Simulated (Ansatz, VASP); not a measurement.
# SiC (Moissanite) in two plane-wave programs

Aim: how closely do two programs agree when they are given the same cell, functional and k mesh?

Method: plane waves, with VASP 6.6.1 beside it; single point at HSE06, in Ansatz 0.2.0.

### Step 1. Starting point

The structure is hexagonal, space group P6_3mc (No. 186). The conventional cell has a = 3.076 Å, b = 3.076 Å, c = 5.048 Å, α = 90.00°, β = 90.00°, γ = 120.00°. Nearest to Si lie 4 C at 1.88 to 1.90 Å. Nearest to C lie 4 Si at 1.88 to 1.90 Å. Farther neighbours are not listed.

Structure file:

```xyz
4
Lattice="3.0760 0.0000 0.0000 -1.5380 2.6639 0.0000 0.0000 0.0000 5.0480" Properties=species:S:1:pos:R:3 pbc="T T T"
Si    1.5380    0.8880    2.5471
Si    0.0000    1.7759    0.0231
C     1.5380    0.8880    4.4444
C     0.0000    1.7759    1.9204
```

### Step 2. VASP: single point, HSE06

With cell and atoms fixed, the geometry can't cause a difference; cores, projectors, grids and the points listed under the comparison can.

Lines of VASP's logs that name or quote its potential files are left out, and so is its time.

The run reads the wave functions of an earlier VASP run, which isn't shown here.

Input file INCAR:

```
SYSTEM = SiC
PREC = Accurate
ENCUT = 420
EDIFF = 1E-08
NELM = 100
ISMEAR = 0
SIGMA = 0.01
LREAL = .FALSE.
ALGO = Normal
LHFCALC = .TRUE.
AEXX = 0.25
GGA = PE
HFSCREEN = 0.2
LASPH = .TRUE.
NBANDS = 14
PRECFOCK = Fast
LORBIT = 11
LWAVE = .TRUE.
LCHARG = .FALSE.
KPAR = 4
```

Input file POSCAR:

```
SiC
1.0
    3.0760000000      0.0000000000      0.0000000000
   -1.5380000000      2.6638941420      0.0000000000
    0.0000000000      0.0000000000      5.0480000000
Si C
2 2
Direct
    0.6666666667      0.3333333333      0.5045819132
    0.3333333333      0.6666666667      0.0045819132
    0.6666666667      0.3333333333      0.8804180868
    0.3333333333      0.6666666667      0.3804180868
```

Input file KPOINTS:

```
Automatic mesh
0
Gamma
6 6 4
0 0 0
```

PAW data sets: Si and C (PBE family, release 64).

Run with:

```
$ mpirun -np 4 vasp_std
```

Numbers of over 12 decimals in the logs are rounded to 6 here.

What it wrote:

```text
[banner, memory and clock lines left out]
running    4 mpi-ranks, on    1 nodes
 distrk:  each k-point on    1 cores,    4 groups
 distr:  one band on    1 cores,    1 groups

 POSCAR found type information on POSCAR SiC
 POSCAR found :  2 types and       4 ions
 LDA part: xc-table for (Slater+PW92), standard interpolation
 found WAVECAR, reading the header
 POSCAR, INCAR and KPOINTS ok, starting setup
 FFT: planning ... GRIDC
 FFT: planning ... GRID_SOFT
 FFT: planning ... GRID
 reading WAVECAR
 the WAVECAR file was read successfully
 initial charge from wavefunction
 entering main loop
       N       E                     dE             d eps       ncg     rms          rms(c)
DAV:   1    -0.349144784308E+02   -0.34914E+02   -0.12520E+00   588   0.918E+00    0.482E+00
DAV:   2    -0.349212064682E+02   -0.67280E-02   -0.38633E-02   750   0.142E+00    0.360E+00
DAV:   3    -0.349176115005E+02    0.35950E-02   -0.27125E-03   744   0.332E-01    0.209E+00
DAV:   4    -0.349167625950E+02    0.84891E-03   -0.77502E-04   708   0.164E-01    0.118E+00
DAV:   5    -0.349164756447E+02    0.28695E-03   -0.88281E-05   726   0.643E-02    0.664E-01
DAV:   6    -0.349163706374E+02    0.10501E-03   -0.33615E-05   714   0.466E-02    0.374E-01
DAV:   7    -0.349163374367E+02    0.33201E-04   -0.12744E-05   714   0.293E-02    0.212E-01
DAV:   8    -0.349163271551E+02    0.10282E-04   -0.32147E-06   720   0.153E-02    0.120E-01
DAV:   9    -0.349163240002E+02    0.31549E-05   -0.10477E-06   726   0.872E-03    0.680E-02
DAV:  10    -0.349163231145E+02    0.88565E-06   -0.40750E-07   720   0.525E-03    0.379E-02
DAV:  11    -0.349163229791E+02    0.13547E-06   -0.12966E-07   720   0.298E-03    0.213E-02
DAV:  12    -0.349163230074E+02   -0.28313E-07   -0.46596E-08   690   0.180E-03    0.119E-02
DAV:  13    -0.349163230619E+02   -0.54491E-07   -0.17042E-08   462   0.111E-03    0.673E-03
DAV:  14    -0.349163231102E+02   -0.48338E-07   -0.80644E-09   348   0.783E-04    0.370E-03
DAV:  15    -0.349163231442E+02   -0.34042E-07   -0.20764E-09   348   0.400E-04    0.211E-03
DAV:  16    -0.349163231645E+02   -0.20299E-07   -0.99728E-10   330   0.257E-04    0.117E-03
DAV:  17    -0.349163231760E+02   -0.11431E-07   -0.38624E-10   342   0.149E-04    0.651E-04
DAV:  18    -0.349163231829E+02   -0.68831E-08   -0.19386E-10   336   0.969E-05
   1 F= -.34916323E+02 E0= -.34916323E+02  d E =-.255312E-16
 writing wavefunctions
```

From OUTCAR (step 2):

```text
ion  position               nearest neighbor table
   1  0.667  0.333  0.505-   4 1.88   4 1.88   4 1.88   3 1.90   2 3.09   2 3.09   2 3.09   2 3.09
                             2 3.09   2 3.09
   2  0.333  0.667  0.005-   3 1.88   3 1.88   3 1.88   4 1.90   1 3.09   1 3.09   1 3.09   1 3.09
                             1 3.09   1 3.09
   3  0.667  0.333  0.880-   2 1.88   2 1.88   2 1.88   1 1.90
   4  0.333  0.667  0.380-   1 1.88   1 1.88   1 1.88   2 1.90

  LATTYP: Found a hexagonal cell.
 ALAT       =     3.0760000000
 C/A-ratio  =     1.6410923277

 Subroutine GETGRP returns: Found 12 space group operations
 (whereof  6 operations were pure point group operations)

The static configuration has the point symmetry C_3v.
 The point group associated with its full space group is C_6v.

 Found     21 irreducible k-points:

   k-points           NKPTS =     21   k-points in BZ     NKDIM =    144   number of bands    NBANDS=     14

   dimension x,y,z NGX =    24 NGY =   24 NGZ =   36
   dimension x,y,z NGXF=    48 NGYF=   48 NGZF=   72

   ENCUT  =  420.0 eV  30.87 Ry    5.56 a.u.   5.14  5.14  8.44*2*pi/ulx,y,z

   NELECT =      16.0000    total number of electrons

 k-points in reciprocal lattice and weights: Automatic mesh
   0.00000000  0.00000000  0.00000000       0.007
   0.16666667  0.00000000  0.00000000       0.042
   0.33333333 -0.00000000  0.00000000       0.042
   0.50000000 -0.00000000  0.00000000       0.021
   0.16666667  0.16666667  0.00000000       0.042
   0.33333333  0.16666667  0.00000000       0.083
   0.33333333  0.33333333  0.00000000       0.014
   0.00000000  0.00000000  0.25000000       0.014
   0.16666667  0.00000000  0.25000000       0.083
[...]
0.33333333  0.16666667  0.50000000       0.083
   0.33333333  0.33333333  0.50000000       0.014

  exchange ACFDT corr.  =         0.00000000  see jH, gK, PRB 81, 115126

 average (electrostatic) potential at core
       1 -76.6995       2 -76.6995       3 -40.9226       4 -40.9226

 E-fermi :   7.7081

 k-point     1 :       0.0000    0.0000    0.0000
  band No.  band energies     occupation
    ...
      4       6.1914      2.00000
      5       6.1914      2.00000
      6       7.5402      2.00000
      7       7.6545      2.00000
      8       7.6545      2.00000
      9      13.6392      0.00000
     10      15.1527      0.00000
     11      15.5617      0.00000
     12      15.5617      0.00000
     13      16.7401      0.00000
    ...

 k-point     2 :       0.1667    0.0000    0.0000
  band No.  band energies     occupation
    ...
      4       3.8435      2.00000
      5       5.4441      2.00000
      6       5.9278      2.00000
      7       7.1485      2.00000
      8       7.3330      2.00000
      9      13.6565      0.00000
     10      15.7329      0.00000
     11      16.0652      0.00000
     12      16.3193      0.00000
     13      16.4318      0.00000
    ...

 k-point     3 :       0.3333   -0.0000    0.0000
  band No.  band energies     occupation
    ...
      4       0.8567      2.00000
      5       2.8344      2.00000
      6       4.4030      2.00000
      7       5.6852      2.00000
      8       6.6441      2.00000
      9      12.0414      0.00000
     10      13.6731      0.00000
     11      16.1664      0.00000
     12      16.3904      0.00000
     13      17.5778      0.00000
    ...

  energy-cutoff  :      420.00
  volume of cell :       41.36
      direct lattice vectors                 reciprocal lattice vectors
     3.076000000  0.000000000  0.000000000     0.325097529  0.187695146  0.000000000
    -1.538000000  2.663894142  0.000000000     0.000000000  0.375390292  0.000000000
     0.000000000  0.000000000  5.048000000     0.000000000  0.000000000  0.198098257

 POSITION                                       TOTAL-FORCE (eV/Angst)
 -----------------------------------------------------------------------------------
      1.53800      0.88796      2.54713         0.000000      0.000000     -0.018213
     -0.00000      1.77593      0.02313        -0.000000     -0.000000     -0.018213
      1.53800      0.88796      4.44435        -0.000000      0.000000      0.018213
     -0.00000      1.77593      1.92035         0.000000      0.000000      0.018213
 -----------------------------------------------------------------------------------
    total drift:                                0.000000     -0.000000      0.001021

  FREE ENERGIE OF THE ION-ELECTRON SYSTEM (eV)
  ---------------------------------------------------
  free  energy   TOTEN  =       -34.9163231829 eV

  energy  without entropy=      -34.9163231829  energy(sigma->0) =      -34.91632318

 total charge
# of ion       s       p       d       tot
------------------------------------------
    1        0.718   0.981   0.000   1.699
    2        0.718   0.981   0.000   1.699
    3        0.841   1.716   0.000   2.557
    4        0.841   1.716   0.000   2.557
--------------------------------------------------
tot          3.118   5.395   0.000   8.513

[... 3 further parts left out ...]
```

### Step 3. Ansatz: single point, HSE06

Ansatz runs on its default PAW (the set named soft_2) files.

The same cell, functional, mesh and smearing now go to Ansatz, which takes its cutoff from its data sets.

Input file input.yaml:

```yaml
crystal:
  lattice:
    - [3.076, 0.0, 0.0]
    - [-1.538, 2.663894142, 0.0]
    - [0.0, 0.0, 5.048]
  atoms:
    - { symbol: Si, position: [0.6666666667, 0.3333333333, 0.5045819132] }
    - { symbol: Si, position: [0.3333333333, 0.6666666667, 0.0045819132] }
    - { symbol: C, position: [0.6666666667, 0.3333333333, 0.8804180868] }
    - { symbol: C, position: [0.3333333333, 0.6666666667, 0.3804180868] }
hamiltonian:
  xc: { exchange: pbe, correlation: pbe, exx: { coeff: 0.25, omega: 0.2 } }
  pseudopotentials: { kind: paw }
kpoints:
  mp_grid: { grid: [6, 6, 4] }
scf:
  occupations: { method: gaussian, width: 0.01 }
  n_extra_bands: 5
output:
  forces: true
  stress: true
  eigenvalues: true
  write_density: true
  write_potential: true
  elf: true
  volumetric_format: npy
```

Run with:

```
$ ansatz run input.yaml --threads 4 --pin off --max-ram 9216MiB --backend cpu --events-out ev --progress --plain --runs-dir out
```

What it wrote:

```text
Warning: output.stress: scf.convergence.dr2_threshold = 1e-7 eV (the SCF's general default) is looser than the 4e-10 eV advised for a printed stress (1e-10 eV for each atom of the cell: 4). What an SCF threshold leaves in a stress goes as its square root, and in the free energy as the threshold itself, and one threshold admits the most on a small cell: [figures from the program's tests cut] Set scf.convergence.dr2_threshold to 4e-10 eV or tighter. The threshold is an SCF's pass mark: one that does not reach it within its budget of iterations ends unconverged, or closes short of it on a stop that the run arms, and scf.convergence.dr2_threshold's page says what that costs each kind of run
Warning: output.stress: scf.exx.energy_threshold = 1e-6 eV is looser than the 4e-8 eV advised for a stress under a hybrid functional (1e-8 eV for each atom of the cell: 4). Every SCF of the exchange loop can meet its threshold on dr2 while the loop round them stops early: no threshold on dr2 bounds what that leaves in the stress. Set scf.exx.energy_threshold to 4e-8 eV or tighter. The threshold is the loop's pass mark: a loop that does not reach it within its budget of cycles ends unconverged, and scf.exx.energy_threshold's page has the law
scf.n_extra_bands = 5 over 8 filled bands (N_el = 16.0): the run solves 13 bands
Engine: ansatz 0.2.0, aarch64-unknown-linux-gnu
Pseudopotentials: kind: paw
Pseudopotential: Si, paw, valence charge 4, recommended cutoff 420 eV (normal), Si.paw.azcp
Pseudopotential: C, paw, valence charge 4, recommended cutoff 420 eV (normal), C.paw.azcp
Functional definition: unnamed
  parameter a_1 = 0.25
  parameter omega_1 = 0.2/angstrom
  exchange = pbe_x + (-a_1)*pbe_x_sr(omega_1) + a_1*exact_x_sr(omega_1)
  correlation = pbe_c
Crystal: 4 atoms, lattice volume = 41.364 Å³
Basis set: ecut = 420 eV, 785 PW (Γ), exchange–correlation on 48×48×72 points (8 copies of the dense FFT grid, shifted against one another)
Bands: 13, of which v1, the nominal top of the filled ones, is band 8 counted from 1 (7 counted from 0)
Symmetry: 12 space group operations
Space group: P63mc (ITA 186), of the structure as read, at distance tolerance 3.5e-5 Å
k-points: 21 of 144 (time reversal used)
Non-local potential: Si, projectors of the file, l = 0: 2, l = 1: 2, l = 2: 2
Non-local potential: C, projectors of the file, l = 0: 2, l = 1: 2, l = 2: 1
PAW form: soft (Blöchl's): semilocal exchange-correlation on the pseudo side does not see the compensation charge
PAW frozen core: Si, regenerated for the run's functional, and the local potential with it (the file was generated under x = pbe(κ = 0.804, μ = 0.219515), c = pbe(β = 0.066725))
PAW frozen core: C, regenerated for the run's functional, and the local potential with it (the file was generated under x = pbe(κ = 0.804, μ = 0.219515), c = pbe(β = 0.066725))
PAW one-centre angular grid: Si, 110 points (default); XC on 64 Gauss nodes
PAW one-centre angular grid: C, 110 points (default); XC on 64 Gauss nodes
Initial density: superposition of atomic densities (neutral atoms: chi_scale 0, normalization atom), corrected by the library's trained network
Initial wavefunctions: pseudopotential atomic-orbital guess
Functional: x = pbe(κ = 0.804, μ = 0.219515), c = pbe(β = 0.066725), warm-up for x = pbe(κ = 0.804, μ = 0.219515) + 0.25 (exact − pbe) at short range (hse, ω = 0.2 Å⁻¹), c = pbe(β = 0.066725)
SCF iter   1: F=—  HF=-1774.284055 eV  |F-HF|=—  |Δ(HF+E_count)|=         —  Δρ=2.13e-3  dr2=1.75e-3  ethr=1.77e-3  ⟨swp⟩=8.8  Hψ=1462  notcnv=0
preconditioner: auto → none  [insulator: Δε(μ)=2.253 eV  Ē_g=12.481 eV  σ=0.010 eV  W_gap=1.00  n_scr=2 (ndim 8)  ℏωp=23.1 eV  f_vac=0.000  D(μ)=0.00/eV (n_scr^D=0)]
iter 2 solved again at ethr=7.26e-7 eV; its pass at ethr=1.09e-5 eV (dr2=1.16e-4 eV) is discarded
SCF iter   2: F=-1774.284076 eV  HF=-1774.284012 eV  |F-HF|=6.40e-5  |Δ(HF+E_count)|=   4.22e-5  Δρ=7.66e-4  dr2=1.18e-4  ethr=7.26e-7  ⟨swp⟩=2.1  Hψ=1333  notcnv=0  defer=2
SCF 1 stopped early in 2 iterations: F = -1774.284076 eV  dr2 = 1.18e-4
  greatest PAW one-centre occupation: 0.645 electrons in one spin orbital (limit 2), on the C atom at site 3 (counted from 0), in its partial waves of l = 0
Initial density: handed on by an earlier stage of this run
Initial wavefunctions: those handed on with the density
Functional: x = pbe(κ = 0.804, μ = 0.219515) + 0.25 (exact − pbe) at short range (hse, ω = 0.2 Å⁻¹), c = pbe(β = 0.066725)
Exchange kernel: α = 0.2500, screened, ω = 0.2000 Å⁻¹, Wigner–Seitz truncation, v(0) = 1124.9891 eV·Å³, q-mesh 6×6×4, nearest image of the exchange supercell L = 18.46 Å, pair-density grid 15×15×24, without the augmentation charges, whose exchange is taken in its separable form by FFT convolution over the k-point mesh (sized by the pseudopotential files, 18×18×36 at the most), smooth part of the exact exchange by density-matrix convolution
Frozen-core exchange: fock
SCF iter   1: F=—  HF=-1775.573102 eV  |F-HF|=—  |Δ(HF+E_count)|=         —  Δρ=5.44e-3  dr2=7.60e-3  ethr=7.37e-6  ⟨swp⟩=7.1  Hψ=1346  notcnv=0
preconditioner: auto → none  [insulator: Δε(μ)=3.152 eV  Ē_g=14.329 eV  σ=0.010 eV  W_gap=1.00  n_scr=2 (ndim 8)  ℏωp=23.1 eV  f_vac=0.000  D(μ)=0.00/eV (n_scr^D=0)]
SCF iter   2: F=—  HF=-1775.570061 eV  |F-HF|=—  |Δ(HF+E_count)|=   3.04e-3  Δρ=2.53e-3  dr2=1.67e-3  ethr=7.37e-6  ⟨swp⟩=3.1  Hψ=765  notcnv=0
SCF iter   3: F=—  HF=-1775.574157 eV  |F-HF|=—  |Δ(HF+E_count)|=   4.10e-3  Δρ=7.21e-4  dr2=2.23e-4  ethr=7.37e-6  ⟨swp⟩=4.1  Hψ=787  notcnv=0  defer=4
SCF iter   4: F=—  HF=-1775.574090 eV  |F-HF|=—  |Δ(HF+E_count)|=   6.69e-5  Δρ=2.04e-4  dr2=2.17e-5  ethr=1.29e-6  ⟨swp⟩=3.0  Hψ=611  notcnv=0
SCF iter   5: F=—  HF=-1775.574136 eV  |F-HF|=—  |Δ(HF+E_count)|=   4.62e-5  Δρ=1.04e-4  dr2=3.55e-6  ethr=1.03e-7  ⟨swp⟩=4.0  Hψ=684  notcnv=0  defer=1
SCF iter   6: F=-1775.574135 eV  HF=-1775.574135 eV  |F-HF|=3.03e-7  |Δ(HF+E_count)|=   9.39e-7  Δρ=2.86e-5  dr2=5.84e-7  ethr=2.03e-8  ⟨swp⟩=2.0  Hψ=445  notcnv=0
SCF 2 stopped early in 6 iterations: F = -1775.574135 eV  dr2 = 5.84e-7
  Residual-converged pass: ⟨swp⟩=4.0  Hψ=666  notcnv=0  max |occ|·‖R‖ = 6.5e-6 eV (tolerance 6.7e-6 eV)  dr2=5.60e-7  dr2_onsite=4.30e-9  max |Δocc| = 0.0e0
  greatest PAW one-centre occupation: 0.646 electrons in one spin orbital (limit 2), on the C atom at site 3 (counted from 0), in its partial waves of l = 0
hybrid outer 1: dexx = +5.229e-3 eV, tail = 5.73e-6 eV
Exchange kernel: α = 0.2500, screened, ω = 0.2000 Å⁻¹, Wigner–Seitz truncation, v(0) = 1124.9891 eV·Å³, q-mesh 6×6×4, nearest image of the exchange supercell L = 18.46 Å, pair-density grid 15×15×24, without the augmentation charges, whose exchange is taken in its separable form by FFT convolution over the k-point mesh (sized by the pseudopotential files, 18×18×36 at the most), smooth part of the exact exchange by density-matrix convolution
Frozen-core exchange: fock
SCF iter   1: F=—  HF=-1775.574101 eV  |F-HF|=—  |Δ(HF+E_count)|=         —  Δρ=1.65e-5  dr2=4.70e-8  ethr=1.79e-7  ⟨swp⟩=5.0  Hψ=763  notcnv=0
preconditioner: auto → none  [insulator: Δε(μ)=3.182 eV  Ē_g=14.336 eV  σ=0.010 eV  W_gap=1.00  n_scr=2 (ndim 8)  ℏωp=23.1 eV  f_vac=0.000  D(μ)=0.00/eV (n_scr^D=0)]
SCF iter   2: F=—  HF=-1775.574101 eV  |F-HF|=—  |Δ(HF+E_count)|=   4.82e-8  Δρ=8.17e-6  dr2=8.24e-9  ethr=2.70e-10  ⟨swp⟩=3.6  Hψ=659  notcnv=0  defer=3
SCF iter   3: F=-1775.574101 eV  HF=-1775.574101 eV  |F-HF|=1.20e-9  |Δ(HF+E_count)|=   3.64e-9  Δρ=3.94e-6  dr2=1.69e-9  ethr=4.29e-11  ⟨swp⟩=3.2  Hψ=535  notcnv=0  defer=13
SCF 3 converged in 3 iterations: F = -1775.574101 eV  dr2 = 1.69e-9
  Residual-converged pass: ⟨swp⟩=3.0  Hψ=609  notcnv=0  max |occ|·‖R‖ = 6.3e-7 eV (tolerance 6.3e-7 eV)  dr2=1.68e-9  dr2_onsite=1.31e-10  max |Δocc| = 0.0e0
hybrid outer 2: dexx = +4.909e-8 eV, tail = 4.74e-9 eV, Δε = 7.89e-4 eV (about 2.63e-5 eV left of the loop's levels), ΔF = 5.98e-4 eV/Å (tail 1.48e-4)
hybrid SCF converged: 2 outer / 9 inner (+2 warm-up), last move |dexx| = 4.91e-8 eV, tail = 4.74e-9 eV
Stability not checked: this state was not tested for a lower state beside it, because the functional holds exact exchange (a hybrid, or Hartree-Fock), whose exchange loop this test does not read (fock_operator; see scf.lower_state_search)
Free energy (F): -1775.574101 eV
Frozen-core exchange: fock
Harris-Foulkes:  -1775.574101 eV  (|F-HF|=1.20e-9)
Internal energy: -1775.574101 eV  (E = F + TS)
E sigma→0 (E₀):  -1775.574101 eV
Fermi energy:    10.625530 eV
--- Per-component energies (eV) ---
  E_band       = 38.211043
  E_kinetic    = 271.656898
  E_local      = -208.371306  (includes V_loc(G=0)·N_el)
  E_nonlocal   = 101.069259
  E_hartree    = 65.231794
  E_xc         = -171.240357
  E_vxc        = -176.563975  (∫ρ·V_xc dr)
  E_exx        = -30.662646  (= α·E_x^exact, valence–valence)
  E_paw        = -1234.271109  (= ΣΔE_a)
  E_vpaw       = -18.717971  (= ΣTr[D̂ρ^β])
  E_aug_tail   = 0.000027  (compensation charges beyond the density's cutoff)
  E_ewald      = -568.833864
  E_core_change = -0.152796  (= ΣΔE_core)
  E_smearing   = -0.000000  (= −TS)
  E_closure    = -0.000001  (closes the sum)
  Σ components = -1775.574101   (vs F -1775.574101, Δ=0.00e0)
--- Forces (eV/Å), atoms counted from 1 ---
  atom   1  Si    -0.00000000     0.00000000    -0.01908313
  atom   2  Si    -0.00000000    -0.00000000    -0.01908313
  atom   3  C      0.00000000     0.00000000     0.01906585
  atom   4  C      0.00000000    -0.00000000     0.01906585
  max |Σ_I F_I| component: 3.46e-5 eV/Å
--- Stress (GPa, compression-positive) ---
       -1.163613      -0.000000       0.000000
        0.000000      -1.163613       0.000000
        0.000000       0.000000      -1.549016
  P = ⅓ Tr σ = -1.2921 GPa (-12.921 kbar)
--- Band table (eV; the first three rows and the last of 21) ---
  k-point 0: bands = [... 4 lower, 7.5769, 8.9207, 9.0344, 9.0344, 15.0166, 16.5229, 16.9543, 16.9543, ... 1 higher]
  k-point 1: bands = [... 4 lower, 7.7618, 7.7618, 8.7875, 8.7875, 15.3141, 17.0784, 17.0784, 17.3488, ... 1 higher]
  k-point 2: bands = [... 4 lower, 8.2439, 8.2439, 8.2439, 8.2439, 16.1679, 16.1679, 17.6758, 17.6758, ... 1 higher]
  k-point 20: bands = [... 4 lower, 2.8957, 2.8957, 7.1336, 7.1336, 15.2529, 15.2529, 16.2376, 16.2376, ... 1 higher]
```

It took 6.7 s on 4 threads of Arm Neoverse V2, shared host; peak memory 0.9 GiB; 22 s of CPU time.

Reading the cycles: dr2 is the Hartree energy of the density residual (eV), the measure of convergence; HF is the Harris–Foulkes estimate of the energy, which meets the free energy F at convergence.

The run ends at a pressure of -1.29 GPa, with forces up to 0.019 eV/Å.

### Step 4. Differences

Known differences besides the potentials themselves: exact exchange at q = 0 is treated differently, which shows on coarse meshes; VASP keeps PBE cores, Ansatz makes them for the functional; VASP takes a coarser grid for exact exchange (PRECFOCK = Fast). Total energies have different zeros and are not compared.

Both answers:

| quantity | Ansatz | VASP | difference |
| --- | --- | --- | --- |
| gap on the k mesh (eV) | 3.182 | 3.185 | -0.002 |

A gap on the mesh is an upper bound, since the band edges may lie between its points.

### Step 5. What came out

| Item | Value |
| --- | --- |
| difference in gap on the k mesh (single point, HSE06) | -0.0023 eV |

**Reading.** The difference in gap on the k mesh is -0.0023 eV (single point, HSE06), within the 0.08 eV picked in this series as the mark of a large difference. How closely two codes agree says nothing of how well the functional describes the real material.

[Lines on the potential files, build, host, timing and source positions are cut from VASP's logs without a mark.]

[Logs are printed without paths, hosts, clocks, repeated set-up lines and the standing remarks that a program may print on its own settings, such as how far it seeks lower states.]

[Hosts, paths, dates, database ids (printed as entryN), source tags and the programs' standing remarks are cut or masked in the printed files.]
